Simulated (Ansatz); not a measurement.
# How settings move the G0W0 gap of InP (zincblende)

InP (zincblende), relaxed with r2SCAN; one-shot G0W0 in Ansatz without spin-orbit coupling. No spin polarisation and no zero-point or thermal motion.

```
CELL_PARAMETERS angstrom
0.00000 2.95379 2.95379
2.95379 0.00000 2.95379
2.95379 2.95379 0.00000
ATOMIC_POSITIONS crystal
In 0.00000 0.00000 0.00000
P 0.25000 0.25000 0.25000
```

Gaps are read over the mesh points alone. G0W0 values are finite-basis, finite-mesh values.
```tsv
start	potentials	frequency model	mesh	empty bands	screening cutoff (eV)	Kohn-Sham gap (eV)	G0W0 gap (eV)	rough cost
PBE	PAW	contour deformation	4×4×4	83	80	0.57	1.04	11 core-seconds
PBE	PAW	contour deformation	4×4×4	193	140	0.57	1.03	50 core-seconds
PBE	PAW	contour deformation	4×4×4	356	210	0.57	1.02	4 core-minutes
HSE06	PAW	contour deformation	4×4×4	193	140	1.39	1.47	110 core-seconds
r2SCAN	PAW	contour deformation	4×4×4	193	140	1.02	1.28	60 core-seconds
PBE	PAW	Godby-Needs pole	4×4×4	193	140	0.57	1.10	50 core-seconds
PBE	PAW	contour deformation	6×6×6	83	80	0.58	1.07	60 core-seconds
PBE	norm-conserving	contour deformation	4×4×4	193	140	0.56	1.06	90 core-seconds
```

The quasiparticle gap on this mesh is 1.02 eV (direct at Γ), against 0.57 eV from PBE: +0.45 eV. Renormalisation factors Z lie between 0.70 and 0.76.

Raising bands and cutoff together moves the gap by -0.01 eV (80 to 140 eV), then -0.01 eV (140 to 210 eV); the last step is small, which bounds nothing strictly. Starting from HSE06 (1.39 eV against PBE's 0.57 eV) gives 1.47 eV, +0.44 eV from G0W0@PBE at the same screening cutoff. Starting from r2SCAN (1.02 eV against PBE's 0.57 eV) gives 1.28 eV, +0.25 eV from G0W0@PBE at the same screening cutoff. The Godby-Needs plasmon pole differs from contour deformation by +0.07 eV. A 6×6×6 mesh in place of 4×4×4 changes the opening over PBE by +0.02 eV (the gap on the mesh by +0.03 eV). Norm-conserving potentials (wave cutoff 952 eV against 420 eV) shift the quasiparticle gap by +0.03 eV and the PBE gap by -0.01 eV. On these meshes the dielectric constant comes out too large, which adds an error that these runs don't bound. r2SCAN runs take a wave cutoff of 500 eV.

With a shallow d shell on the cation, G0W0 converges slowly in bands and cutoff, so these values are in doubt.
